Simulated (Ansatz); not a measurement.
# SrTiO3: the cost of one run

Method: DFT PBE, scalar-relativistic, plane waves, PAW, in Ansatz 0.2.0.

## 1. The starting structure

The structure is tetragonal, space group I4/mcm (No. 140). The conventional cell has a = 5.511 Å, b = 5.511 Å, c = 7.796 Å, α = 90.00°, β = 90.00°, γ = 90.00°. Around Sr (site symmetry -42m) lie 12 O at 2.73 to 2.78 Å. Ti (site symmetry 4/m) is surrounded by 6 O at 1.95 Å. Around O (site symmetry 422) lie 2 Ti at 1.95 Å and 4 Sr at 2.76 Å. O (site symmetry m2m) is surrounded by 2 Ti at 1.95 Å and 4 Sr at 2.73 to 2.78 Å.

Structure file:

```cif
data_structure
_symmetry_space_group_name_H-M 'P 1'
_symmetry_Int_Tables_number 1
_cell_length_a 5.5118
_cell_length_b 5.5118
_cell_length_c 5.5118
_cell_angle_alpha 120.010
_cell_angle_beta 120.010
_cell_angle_gamma 89.983
_cell_volume 118.39
loop_
_atom_site_label
_atom_site_type_symbol
_atom_site_fract_x
_atom_site_fract_y
_atom_site_fract_z
_atom_site_occupancy
Sr1 Sr 0.75000 0.25000 0.50000 1
Sr2 Sr 0.25000 0.75000 0.50000 1
Ti1 Ti 0.00000 0.00000 0.00000 1
Ti2 Ti 0.50000 0.50000 0.00000 1
O1 O 0.25000 0.25000 0.00000 1
O2 O 0.75000 0.75000 0.00000 1
O3 O 0.74510 0.24510 0.99020 1
O4 O 0.24510 0.25490 0.50000 1
O5 O 0.25490 0.75490 0.00980 1
O6 O 0.75490 0.74510 0.50000 1
```

Source of the structure: the Crystallography Open Database.

(A quick probe on a coarse mesh, which set the mesh and smearing, is not shown.)

## 3. The relaxation

Contents of input.yaml:

```yaml
crystal:
  lattice:
    - [-2.7555, 2.7555, 3.898]
    - [2.7555, -2.7555, 3.898]
    - [2.7555, 2.7555, -3.898]
  atoms:
    - { symbol: Sr, position: [0.75, 0.25, 0.5] }
    - { symbol: Sr, position: [0.25, 0.75, 0.5] }
    - { symbol: Ti, position: [0.0, 0.0, 0.0] }
    - { symbol: Ti, position: [0.5, 0.5, 0.0] }
    - { symbol: O, position: [0.25, 0.25, 0.0] }
    - { symbol: O, position: [0.75, 0.75, 0.0] }
    - { symbol: O, position: [0.7451, 0.2451, 0.9902] }
    - { symbol: O, position: [0.2451, 0.2549, 0.5] }
    - { symbol: O, position: [0.2549, 0.7549, 0.0098] }
    - { symbol: O, position: [0.7549, 0.7451, 0.5] }
basis:
  ecutwfc: 420
kpoints:
  mp_grid: { grid: [8, 8, 8] }
hamiltonian:
  xc: pbe
scf:
  occupations: { method: gaussian, width: 0.02 }
output:
  forces: true
  stress: true
  eigenvalues: true
  write_density: true
  write_potential: true
  elf: true
  volumetric_format: npy
relax:
  adjacent_minimum: "off"
  f_tol: 0.005
  max_steps: 80
  cell: { stress_tol: 0.05 }
```

Command:

```
$ ansatz run input.yaml --threads 4 --pin off --max-ram 10240MiB --backend cpu --events-out ev --progress --plain --runs-dir out
```

**Question.** How long does this run take on 4 threads of Arm Neoverse V2, shared host, and how much memory does it need?

About 77 s, with a peak of 0.66 GiB.
